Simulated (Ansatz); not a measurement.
Crystal: MoP.

```
Mo P
1.0
     3.22300    0.00000    0.00000
    -1.61150    2.79120    0.00000
     0.00000    0.00000    3.19100
Mo P
1 1
Cartesian
  0.0000 0.0000 0.0000
  0.0000 1.8608 1.5955
```

* Program: Ansatz 0.2.0
* Task: relaxation of cell and atoms
* Functional: revPBE
* Dispersion: D4
* Potentials or basis: Ansatz PAW
* Cutoff: 420 eV (not typed: the program's choice for these potentials)
* k mesh: 10 × 10 × 8
* Occupations: fermi-dirac, width 0.05 eV
* Spin: no spin polarisation

At the start: volume 14.35 Å³/atom.

How do energy, volume and symmetry change on relaxing?

It ends after 5 steps and the volume is 13.95 Å³/atom (-2.8 %); space group P-6m2 (No. 187, to 0.05 Å).

Step by step:
```csv
step,energy change (eV),largest force (eV/Å),volume (Å³)
1,0.0000,0.0000,28.71
2,-0.0123,0.0000,27.62
3,-0.0164,0.0000,27.92
4,-0.0164,0.0000,27.91
5,-0.0162,0.0000,27.91
```

Final structure:
```xyz
2
Lattice="3.1878 0.0000 0.0000 -1.5939 2.7607 0.0000 0.0000 0.0000 3.1709" Properties=species:S:1:pos:R:3 pbc="T T T"
Mo    0.0000    0.0000    0.0000
P     0.0000    1.8405    1.5855
```

Caveat: the plane-wave basis is chosen anew once the cell has moved, so the energies of steps on either side of that aren't comparable; the PAW data sets come from PBE, with cores solved anew for the run's functional, which leaves a small shift of forces and pressure.
